## Why the functional with the smaller diamond cell gives the stiffer diamond

The bulk modulus $B$ measures how strongly a solid resists uniform compression. It is defined as $B=-V\,\mathrm{d}P/\mathrm{d}V$, where $V$ is the volume per atom and $P$ the pressure. For diamond it is so large that shrinking the volume by one percent takes about 4 GPa. Each value below comes from total energies at several volumes: a smooth curve through them gives the volume of lowest energy, called the rest volume, and the curvature there gives the modulus.

Bulk modulus of diamond (2-atom cell) from Kohn-Sham DFT in ABINIT 10.8.3 and FLEUR MaX-R8.1 (later development tree), without spin polarization or spin-orbit coupling and with Fermi-Dirac smearing of 0.05 eV. Each modulus comes from a fit to energies at five or seven volumes. The measured value is 442 GPa, from ultrasound on a bulk crystal (arXiv:cond-mat/0702656).

```
                                program     functional           how the value is got                   potentials or basis  wave cutoff (eV)    k-mesh  computed bulk modulus (GPa)  computed over measured, less one (%)
                      ABINIT 10.8.3 (1)       rPW86PBE  fit, rest volume 5.78 Å³/atom                      JTH PAW PBE v2.0               544  13x13x13                        416.6                                  -5.7
                      ABINIT 10.8.3 (2)        BLYP+D2  fit, rest volume 5.74 Å³/atom                      JTH PAW PBE v2.0               544  13x13x13                        421.5                                  -4.6
                      ABINIT 10.8.3 (3)            PBE  fit, rest volume 5.70 Å³/atom  PseudoDojo NC SR PBE v0.4.1 standard              1116  13x13x13                        432.4                                  -2.2
                      ABINIT 10.8.3 (4)           OLYP  fit, rest volume 5.65 Å³/atom                      JTH PAW PBE v2.0               544  13x13x13                        444.7                                   0.6
                      ABINIT 10.8.3 (5)  revPBE+D3(BJ)  fit, rest volume 5.61 Å³/atom                      JTH PAW PBE v2.0               544  13x13x13                        447.9                                   1.3
                      ABINIT 10.8.3 (6)             WC  fit, rest volume 5.61 Å³/atom                      JTH PAW PBE v2.0               544  13x13x13                        452.0                                   2.3
                      ABINIT 10.8.3 (7)            LDA  fit, rest volume 5.53 Å³/atom  PseudoDojo NC SR LDA v0.4.1 standard              1116  13x13x13                        465.1                                   5.2
FLEUR MaX-R8.1 (later development tree)            MJW  fit, rest volume 5.53 Å³/atom                          all electron               n/a  13x13x13                        465.1                                   5.2
                      ABINIT 10.8.3 (8)      LDA-Teter  fit, rest volume 5.50 Å³/atom                      JTH PAW LDA v2.0               544  13x13x13                        468.2                                   5.9
                      ABINIT 10.8.3 (9)        LDA-VWN  fit, rest volume 5.50 Å³/atom                      JTH PAW LDA v2.0               544  13x13x13                        469.5                                   6.2
```

### Each modulus belongs to its own cell

The computed bulk modulus rises from 417 GPa with rPW86PBE to 470 GPa with LDA-VWN. Over the same rows the rest volume falls from 5.78 to 5.50 Å³/atom. The functionals therefore describe crystals of different size, and each modulus is taken where that particular crystal is at rest. A comparison of moduli is also a comparison of bond lengths.

Why size matters is clearest at the two ends of the energy curve. When the atoms are pulled far apart, the bonds are gone and nothing resists a change of volume, so the modulus tends to zero. When they are pressed together, the kinetic energy of the confined valence electrons rises ever more steeply, and the modulus grows. Diamond at rest lies between these ends, on a stretch where a slightly smaller cell is markedly stiffer.

### Two limiting ways in which functionals can differ

Suppose first that two functionals differ only by a constant pressure. The one with the extra outward pressure settles at a larger volume, but both follow the same curve of stiffness against volume. Near rest this curve is well described by

$$B(V)\approx B_0\left(\frac{V_0}{V}\right)^{B'},$$

where $V_0$ is the rest volume, $B_0$ the modulus there and $B'$ the rate at which the modulus grows with pressure. The six smoothest energy curves give $B'\approx 3.7$ on average, so a cell one percent larger is almost four percent softer.

In the opposite limit, two functionals agree on the rest volume but differ in how fast the pressure changes around it. Their moduli then differ although their bonds are equally long.

The table combines both kinds of difference, and the first is the larger. If volume were all that mattered, the PBE curve read at each rest volume would spread the moduli over 84 GPa. The computed spread is 53 GPa. Volume sets the direction of the trend, and something else takes back part of it.

### What the gradient correction does

The local density approximation, LDA, treats each point of the crystal as part of a uniform electron gas. It is well known to bind atoms too strongly and to make bonds too short. Gradient-corrected functionals such as PBE lower the energy of uneven densities. Stretching the bonds makes the density more uneven, so the correction acts as an outward pressure and the crystal settles at a larger volume. WC, a gradient-corrected functional designed to suit solids, gives a cell between those of PBE and LDA.

PBE and the row named LDA make the cleanest comparison, because they share the program, the cutoff and the family of potentials. At the common volume of 5.67 Å³/atom the PBE pressure is 13 GPa higher. Pressures computed with a fixed basis lie slightly below the slope of the energies, but the shift is nearly the same in both rows and almost cancels in the difference. At that same volume PBE is also the stiffer of the two, by 16 GPa. By the definition of $B$, this means that the extra outward pressure fades as the crystal expands.

The two effects can now be put together. Stretching the LDA crystal by the three percent that separates it from the PBE cell lowers its modulus from 465 to 417 GPa. PBE itself gives 432 GPa at that volume, so its greater stiffness at equal volume recovers about a third of the loss. PBE diamond is softer because its cell is larger, even though it is stiffer when both are held at the same size.

The same reversal appears across the table. At the common volume rPW86PBE, which has the lowest modulus at its own rest volume, is the stiffest, and LDA-VWN is the softest, practically level with LDA-Teter. The rows between follow this reversed order only roughly.

### A worked estimate

The modulus at rest can be rebuilt from two ingredients: the stiffness at the common volume and the rest volume. For the LDA row the first is 425 GPa and the second 5.534 Å³/atom, so

$$B_0\approx 425\ \text{GPa}\times\left(\frac{5.67}{5.534}\right)^{3.7}\approx 465\ \text{GPa},$$

in agreement with the table. The moduli were not adjusted to obtain this, but all ingredients come from the same set of runs, and this row's own $B'$ enters the average. The agreement shows that the division into volume and stiffness is consistent; the reason for the different volumes rests on the theory above. The output after the text gives the same estimate for every row.

### Where the order is less certain

The estimate is poorest for OLYP and revPBE+D3(BJ), where it falls 7 and 6 GPa below the computed modulus. The energies of these two rows scatter about their fitted curves, and the curvature at the minimum is sensitive to such scatter, which may explain much of the mismatch. The energies of rPW86PBE and BLYP+D2 scatter as well, so their fitted moduli are less certain too, although their estimates miss by only about 2 GPa. OLYP's error of 0.6 % relative to the measured modulus should therefore not be taken at face value: the pressures of the same run suggest a modulus slightly below the measured one, not above it. The size of the 4 GPa step between revPBE+D3(BJ) and WC, whose rest volumes are almost equal, is uncertain for the same reason. The pressures, which vary more smoothly, also make WC the stiffer, by about 8 GPa at the common volume.

The potentials add a further uncertainty. The rows rPW86PBE, BLYP+D2, OLYP, revPBE+D3(BJ) and WC use potentials made for PBE, and every row with JTH potentials ran with a warning that the atomic spheres overlap. In these rows the effect of the functional is not separated from that of the potential. BLYP+D2 and revPBE+D3(BJ) also include a dispersion attraction, which normally shrinks the cell; without the same functionals run uncorrected, its share is unknown.

The four LDA variants (LDA, MJW, LDA-Teter and LDA-VWN), computed with two sets of potentials in one program and with all electrons in the other, lie within 5 GPa of one another. The step from LDA to PBE is 33 GPa. For diamond, the choice between these two functionals thus matters far more than the differences among the LDA calculations.

### Comparison with the measured crystal

The measured modulus belongs to a crystal whose atoms vibrate even at the lowest temperatures. This zero-point motion expands diamond slightly and lowers its modulus by roughly 10 GPa, an estimate that these runs do not test. The calculations hold the atoms still, so a fairer target is near 450 GPa. Against it, PBE's error grows from −2 to about −4 %, while that of the LDA row shrinks from 5 to about 3 %.

A useful habit follows: read a computed modulus together with its rest volume. Across this table, one percent more volume goes with a modulus lower by roughly two and a half percent, less than the fall of almost four percent in a single crystal that is stretched. The difference is the stiffness that gradient-corrected functionals tend to add at fixed volume.

Output of the analysis:

```
Modulus split into volume and stiffness at 5.67 A3/atom (GPa):
                                      row  rest_volume_A3  computed  PBE_moved_to_this_volume  at_common_volume  carried_to_rest_volume     miss
                        ABINIT 10.8.3 (1)            5.78     416.6                     410.8               449                   418.9    2.284
                        ABINIT 10.8.3 (2)           5.742     421.5                     420.9             442.8                   423.3    1.782
                        ABINIT 10.8.3 (3)             5.7     432.4                     432.4             440.9                     433   0.6126
                        ABINIT 10.8.3 (4)           5.646     444.7                     447.7             430.1                   437.4   -7.338
                        ABINIT 10.8.3 (5)           5.609     447.9                     458.8             424.1                     442   -5.923
                        ABINIT 10.8.3 (6)           5.608       452                     458.9             432.5                   450.7   -1.251
                        ABINIT 10.8.3 (7)           5.534     465.1                     481.9             425.3                   465.5    0.401
  FLEUR MaX-R8.1 (later development tree)           5.525     465.1                     484.8             423.2                     466   0.8715
                        ABINIT 10.8.3 (8)           5.501     468.2                     492.9             417.9                   467.8  -0.4005
                        ABINIT 10.8.3 (9)           5.496     469.5                     494.3             417.8                   469.1  -0.4424
Mean pressure derivative B' of the six smooth fits: 3.681
Spread of computed moduli, all rows (GPa): 52.9
Spread if only the volume mattered (GPa): 83.59
Spread among the four LDA variants (GPa): 4.4
At common volume, rPW86PBE less LDA-VWN (GPa): 31.24
PBE less LDA (7), modulus at own rest volume (GPa): -32.7
PBE over LDA (7), rest volume, less one (%): 2.99
PBE less LDA (7), pressure at common volume (GPa): 13.07
PBE less LDA (7), stiffness at common volume (GPa): 15.63
LDA (7) stretched to the PBE rest volume, modulus (GPa): 417.3
Change of LDA (7) by that stretching (GPa): -47.8
PBE less stretched LDA (7) (GPa): 15.1
FLEUR over ABINIT LDA (7), rest volume, less one (%): -0.1621
WC less revPBE+D3(BJ), modulus (GPa): 4.1
OLYP error if the pressure slope is used (%): -1.049
PBE error against a static reference of roughly 452 GPa (%): -4.336
LDA (7) error against the same static reference (%): 2.898
```
